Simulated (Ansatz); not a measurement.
**TaN: single point with PBE0**

TaN:

```
CELL_PARAMETERS angstrom
0.00000 2.17900 2.17900
2.17900 0.00000 2.17900
2.17900 2.17900 0.00000
ATOMIC_POSITIONS crystal
Ta 0.50000 0.50000 0.50000
N 0.00000 0.00000 0.00000
```

* Program: Ansatz 0.2.0
* Task: single point
* Functional: PBE0
* Potentials or basis: Ansatz PAW
* Cutoff: 420 eV (not typed: the program's choice for these potentials)
* k mesh: 4 × 4 × 4
* Occupations: fermi-dirac, width 0.05 eV
* Spin: spin-orbit coupling, no magnetisation

```json
{
  "Pressure": "7.3 GPa",
  "Band gap on the k mesh": "none (metal or under the smearing width)"
}
```

Levels at points of the mesh, in eV from the Fermi level:
| k point | band 16 | band 17 | band 18 | band 19 | band 20 | band 21 |
| --- | --- | --- | --- | --- | --- | --- |
| (0.00, 0.00, 0.00) | -4.79 | -2.84 | -2.84 | -2.84 | -2.84 | -2.26 |
| (0.00, 0.00, -0.50) | -9.06 | 2.89 | 2.89 | 2.95 | 2.95 | 3.50 |
| (0.00, -0.50, -0.50) | -5.99 | -5.56 | -5.56 | 3.51 | 3.51 | 4.76 |

Run time: 34 s on 2 threads of Intel(R) Xeon(R) Platinum 8259CL CPU @ 2.50GHz (Skylake/Cascade Lake), on a shared host, peak memory 0.61 GiB.

Caveat: the k mesh is coarse (spacing up to 0.62 Å⁻¹), so the values aren't converged, least of all with exact exchange; the pressure holds a Pulay correction of +0.4 GPa for the finite cutoff; the PAW data sets come from PBE, with cores solved anew for the run's functional, which leaves a small shift of forces and pressure; the thresholds are loose for stress.
